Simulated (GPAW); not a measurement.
A run of GPAW 26.7.0 is set up as follows.

File run.py:

```python
from ase.calculators.mixing import SumCalculator
from ase.filters import FrechetCellFilter
from ase.io import read, write
from ase.optimize import BFGS
from dftd3.ase import DFTD3
from gpaw import GPAW, PW

atoms = read('POSCAR')

calc = GPAW(mode=PW(600),
            xc='PBE',
            kpts={'size': (8, 8, 8), 'gamma': True},
            occupations={'name': 'fermi-dirac', 'width': 0.05},
            nbands=19,
            convergence={'density': 1e-05, 'forces': 0.0001},
            maxiter=150,
            txt='gpaw.txt')
atoms.calc = SumCalculator([calc, DFTD3(method='pbe', damping='d3bj')])
opt = BFGS(FrechetCellFilter(atoms), trajectory='relax.traj', logfile='-')
done = opt.run(fmax=0.02, steps=60)
calc.write('gs.gpw')
write('result.traj', atoms)
print('Converged:', done)
print('Cell:', atoms.cell.cellpar().round(4))
print('Volume:', round(atoms.get_volume(), 4))
print(atoms.get_scaled_positions().round(5))
```

POSCAR

```
TiSe
1.0
    3.2035900000      0.0000000000      0.0000000000
    0.0000000000      3.2035900000      0.0000000000
    0.0000000000      0.0000000000      3.2035900000
Ti Se
1 1
Direct
    0.0000000000      0.0000000000      0.0000000000
    0.5000000000      0.5000000000      0.5000000000
```

Potentials or basis: GPAW PAW data sets (gpaw-data 1.2.1), pw.

Run with:

```sh
$ OMP_NUM_THREADS=1 python run.py
```

(1) What does it give for the space group after relaxing (to 0.05 Å)?

(2) Estimate the dispersion energy per atom.

Answers

(1) Pm-3m (No. 221).

(2) -0.609 eV.

Caveat: later steps reuse the first step's grids.
